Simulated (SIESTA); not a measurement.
ZnS:

```
Zn S
1.0
     0.00000    2.70200    2.70200
     2.70200    0.00000    2.70200
     2.70200    2.70200    0.00000
Zn S
1 1
Direct
  0.75000 0.75000 0.75000
  0.00000 0.00000 0.00000
```

Base run:

| Property | Result |
| --- | --- |
| Program | SIESTA 5.4.2 |
| Functional | PBEsol |
| Potentials or basis | PseudoDojo 0.4 standard (PBEsol files) |
| Basis | DZP (energy shift 0.003 Ry; two zetas on semicore shells) |
| Grid cutoff | 800 Ry |
| Energy shift | 0.003 Ry |
| k mesh | 9 × 9 × 9 |
| Occupations | fermi-dirac, width 0.05 eV |
| Spin | no spin polarisation |

Its results: band gap on the k mesh 2.36 eV, direct; pressure -1.1 GPa.

Q: The run is repeated on the same cell with these changes: functional from PBEsol to AM05. What comes out?

A: Band gap on the k mesh 2.44 eV, direct; pressure -0.8 GPa.

Caveats: short orbitals over semicore shells can move pressures by several GPa; the valence orbitals were made in a potential fitted to the semicore shell under them, which widens gaps by tenths of an eV or more; the basis of atomic orbitals isn't converged, which shifts pressures, moduli and gaps; the potentials were made for another functional, which shifts forces and pressure (some runs).
